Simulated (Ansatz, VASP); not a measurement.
# AlN: VASP beside Ansatz

```
Al N
1.0
     0.00000    1.93279    1.98366
     1.93279    0.00000    1.98366
     1.93279    1.93279    0.00000
Al N
1 1
Direct
  0.50000 0.50000 0.50000
  0.00000 0.00000 0.00000
```

Change from the starting cell: strain -0.050 along x and y, -0.025 along z, atoms carried along.

Alike in both runs: task single point; functional r2SCAN; k mesh 10 × 10 × 10; occupations gaussian, width 0.05 eV; no spin polarisation.

```csv
,VASP,Ansatz
version,VASP 6.6.1,Ansatz 0.2.0
potentials or method,"VASP PAW PBE potentials, release 64 (Al, N)","scalar-relativistic, plane waves, PAW"
plane-wave cutoff (eV),520,500
valence electrons in the cell,8,8
```

|  | VASP | Ansatz | Ansatz less VASP |
| --- | --- | --- | --- |
| gap on the k mesh at the Fermi level (eV) | 5.58 | 5.62 | +0.038 |
| least direct gap on the mesh (eV) | 8.11 | 8.05 | -0.061 |
| pressure (GPa) | 35.0 | 35.9 | +0.86 |
| largest component of the traceless stress (GPa) | 8.71 | 8.56 | -0.149 |

Caveats: so large a pressure means that the cell lies far from this level's equilibrium, or that cutoff or potentials fall short (VASP); the potentials were made for another functional, which shifts forces and pressure (VASP). A k mesh can miss the band edges.
